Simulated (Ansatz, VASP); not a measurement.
# CoSn: VASP beside Ansatz

```
Co Sn
1.0
     5.29571    0.00000    0.00000
    -2.64785    4.58622    0.00000
     0.00000    0.00000    4.22979
Co Sn
3 3
Direct
  0.00000 0.50000 0.00000
  0.50000 0.50000 0.00000
  0.50000 0.00000 0.00000
  0.66667 0.33333 0.50000
  0.33333 0.66667 0.50000
  0.00000 0.00000 0.00000
```

Alike in both runs: functional PBE; k mesh 9 × 9 × 8; occupations gaussian, width 0.1 eV; no spin polarisation.

Ansatz relaxed the structure, and its values are those at the end. VASP's run is a single point on that final structure, the one shown.

|  | VASP | Ansatz |
| --- | --- | --- |
| version | VASP 6.6.1 | Ansatz 0.2.0 |
| potentials or method | VASP PAW PBE potentials, release 64 (Co, Sn_d) | scalar-relativistic, plane waves, PAW |
| plane-wave cutoff (eV) | 520 | 600 |
| valence electrons in the cell | 69 | 93 |

|  | VASP | Ansatz | Ansatz less VASP |
| --- | --- | --- | --- |
| gap on the k mesh at the Fermi level (eV) | none | none | - |
| pressure (GPa) | 0.0 | 0.0 | +0.03 |

A gap of «none» marks a metal or a gap that the smearing closes. The two sets of potentials don't hold the same shells in valence.

Spin polarisation is off, so any magnetic state and its effect on volume and gap are missing.
